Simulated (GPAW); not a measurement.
ZnO (zincite):

```xyz
4
Lattice="3.2493 0.0000 0.0000 -1.6247 2.8140 0.0000 0.0000 0.0000 5.2057" Properties=species:S:1:pos:R:3 pbc="T T T"
Zn    1.6247    0.9380    0.0000
Zn    0.0000    1.8760    2.6029
O     0.0000    1.8760    4.5759
O     1.6247    0.9380    1.9730
```

```yaml
Program: GPAW 26.7.0
Task: relaxation of cell and atoms
Functional: RPBE
Dispersion: D3
Potentials_or_basis: the program's PAW data sets (release 1.2.1) made for this functional
Cutoff: 800 eV
Basis: pw
k_mesh: 6 × 6 × 3
Occupations: fermi-dirac, width 0.05 eV
Spin: no spin polarisation
```

At the start: pressure 7.3 GPa; volume 11.90 Å³/atom.

**Question.** Where does the relaxation end?

**Answer.** Over 7 steps the energy falls by 14.5 meV/atom and the volume is 12.53 Å³/atom (+5.3 %); space group P6_3mc (No. 186, to 0.05 Å).

Step by step:
```
step  energy change (eV)  largest force (eV/Å)  pressure (GPa)  volume (Å³)
   1              0.0000                0.0864            7.33        47.60
   2             -0.0126                0.0618            6.42        47.88
   3             -0.0569                0.0529            0.58        49.89
   4             -0.0575                0.0486            0.15        50.06
   5             -0.0578                0.0354           -0.04        50.13
   6             -0.0580                0.0129           -0.11        50.16
   7             -0.0580                0.0032           -0.05        50.13
```

Final structure:
```
CELL_PARAMETERS angstrom
3.30300 0.00000 0.00000
-1.65150 2.86048 0.00000
0.00000 0.00000 5.30625
ATOMIC_POSITIONS crystal
Zn 0.66667 0.33333 0.99918
Zn 0.33333 0.66667 0.49917
O 0.33333 0.66667 0.87984
O 0.66667 0.33333 0.37984
```

Caveat: the k mesh is coarse; later steps reuse the first step's grids.
